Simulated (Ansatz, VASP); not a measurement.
# Two plane-wave programs on InAs

```
CELL_PARAMETERS angstrom
0.00000 3.04373 3.04373
3.04373 0.00000 3.04373
3.04373 3.04373 0.00000
ATOMIC_POSITIONS crystal
In 0.00000 0.00000 0.00000
As 0.75000 0.75000 0.75000
```

Alike in both runs: task single point; functional PBEsol; k mesh 18 × 18 × 18; occupations gaussian, width 0.15 eV; no spin polarisation.

```csv
,VASP,Ansatz
version,VASP 6.6.1,Ansatz 0.2.0
potentials or method,"VASP PAW PBE potentials, release 64 (In_d, As)","scalar-relativistic, plane waves, PAW"
plane-wave cutoff (eV),520,420
valence electrons in the cell,18,28
```

```csv
,VASP,Ansatz,Ansatz less VASP
gap on the k mesh at the Fermi level (eV),none,none,-
pressure (GPa),0.1,0.0,-0.08
```

A gap of «none» marks a metal or a gap that the smearing closes. The two sets of potentials don't hold the same shells in valence.

Caveats: the PAW data sets were made with another functional, which shifts forces and pressure a little (VASP); this crystal is a semiconductor, whose small gap the functional closes, so the metal is an error of the method.
